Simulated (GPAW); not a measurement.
Write an ASE script for GPAW 26.7.0 that does the following.

* Task: single point
* Functional: LDA
* Potentials or basis: the program's PAW data sets (release 1.2.1) made for this functional
* Cutoff: 600 eV
* Basis: pw
* k mesh: 11 × 11 × 6
* Occupations: fermi-dirac, width 0.05 eV
* Spin: no spin polarisation
* Maxiter: 150

The structure of Cr lies in Cr.xyz:

```xyz
2
Lattice="2.7140000000 0.0000000000 0.0000000000 -1.3570000000 2.3503929459 0.0000000000 0.0000000000 0.0000000000 4.4100000000" Properties=species:S:1:pos:R:3 pbc="T T T"
Cr     1.3570000001      0.7834643152      3.3075000000
Cr    -0.0000000001      1.5669286307      1.1025000000
```

This isn't the form of Cr at room conditions, which is bcc.

The input as run:

run.py

```python
from ase.dft.bandgap import bandgap
from ase.io import read, write
from ase.units import GPa
from gpaw import GPAW, PW

atoms = read('Cr.xyz')

calc = GPAW(mode=PW(600),
            xc='LDA',
            kpts={'size': (11, 11, 6), 'gamma': True},
            occupations={'name': 'fermi-dirac', 'width': 0.05},
            nbands=17,
            convergence={'density': 1e-05, 'energy': 1e-05},
            maxiter=150,
            txt='gpaw.txt')
atoms.calc = calc
energy = atoms.get_potential_energy()
forces = atoms.get_forces()
stress = atoms.get_stress()
calc.write('gs.gpw')
write('result.traj', atoms)
print(f'Energy: {energy:.6f} eV')
print('Forces (eV/A):')
print(forces.round(4))
print('Stress (GPa):', (stress / GPa).round(3))
print('Fermi level:', round(calc.get_fermi_level(), 4), 'eV')
print(f'Gap: {bandgap(calc)[0]:.4f} eV, direct: {bandgap(calc, direct=True)[0]:.4f} eV')
```

Potentials or basis: the program's PAW data sets (release 1.2.1) made for this functional, pw.

The run is started by

```sh
$ OMP_NUM_THREADS=1 python run.py
```

Results of the run:

- Pressure: -40.2 GPa
- Band gap on the k mesh: none (metal or under the smearing width)

Caveat: a pressure of tens of GPa on the cell as given is suspect, and the run, the potentials or the cell itself is likely at fault; the run has no spin polarisation, though such a crystal can be magnetic.

It took 45 s on 1 thread of Arm Neoverse N1, on a shared host, peak memory 0.16 GiB.
